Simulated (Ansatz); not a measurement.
## AlAs: pressure against volume, fitted

```
CELL_PARAMETERS angstrom
0.00000 2.83040 2.83040
2.83040 0.00000 2.83040
2.83040 2.83040 0.00000
ATOMIC_POSITIONS crystal
Al 0.00000 0.00000 0.00000
As 0.75000 0.75000 0.75000
```

Atom numbers follow the list: Al1, As2.

The cell is COD entry 1540257, as deposited and not checked against the literature; nothing was relaxed.

Method: DFT, PBE, all-electron LAPW, scalar-relativistic in Ansatz 0.2.0.

Sampling and basis: a Γ-centred 10×10×10 k mesh, Fermi–Dirac smearing of 0.05 eV, basis error target 0.5 meV/atom, no spin polarisation.

The cell is scaled evenly. Fractional coordinates are held (clamped ions).

| V (Å³/atom) | P (GPa) |
| --- | --- |
| 21.326 | 7.98 |
| 21.768 | 6.02 |
| 22.221 | 4.21 |
| 22.448 | 3.37 |
| 22.675 | 2.57 |
| 22.902 | 1.81 |
| 23.128 | 1.09 |
| 23.582 | -0.25 |
| 24.035 | -1.45 |

Fit a third-order Birch–Murnaghan curve to the pressures.

P = (3B0/2)(y^(7/2) − y^(5/2))[1 + (3/4)(B0′ − 4)(y − 1)] with y = (V0/V)^(2/3) fits within 0.01 GPa for V0 = 23.495 Å³/atom, B0 = 67.1 GPa and B0′ = 4.23.

Predict the pressure at the withheld volume, 21.314 Å³/atom.

There y = 1.0671, so the fit gives 8.03 GPa; the run gave 8.03 GPa.
